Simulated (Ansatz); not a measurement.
Runs of Ansatz 0.2.0 on HfN. It takes space group F-43m (No. 216, cubic). The conventional cell has a = 4.910 Å, b = 4.910 Å, c = 4.910 Å, α = 90.00°, β = 90.00°, γ = 90.00°. Hf (site symmetry -43m) has 4 N at 2.13 Å as nearest neighbours. N (site symmetry -43m) is surrounded by 4 Hf at 2.13 Å. The cell comes from a database or a generator and needn't be the stable form of this composition.

```tsv
task	level	spin	cutoff (eV)	points for each segment of the path	gap on the mesh (eV)	pressure (GPa)	V0 of scaled cells (Å³/atom)	B0 (GPa)
band structure	PBEsol	SOC, no magnetisation	420	14	none	-5.4	-	-
band structure	LDA	off	420	14	none	-9.7	-	-
band structure	r2SCAN	off	500	14	none	-2.3	-	-
equation of state	LDA	off	420	-	-	-	(a)	215
equation of state	r2SCAN	off	500	-	-	-	14.63	(b)
```

Alike in all rows: potentials or basis Ansatz PAW; cell as given; k mesh 9 × 9 × 9; smearing fermi-dirac 0.05 eV.

Question: Fill in the values left out.

Answer: (a) 14.07; (b) 202.

Caveats: the PAW data sets come from PBE, with cores solved anew for the run's functional, which leaves a small shift of forces and pressure (some runs); spin-orbit coupling is left out, which moves the levels of the heavy elements (some runs); the PAW data sets were made with another functional, which shifts forces and pressure a little (some runs).

A k mesh can miss the band edges, and rows without SOC leave out spin-orbit coupling on Hf.

A gap of «none» marks a metal or a gap under the smearing width.
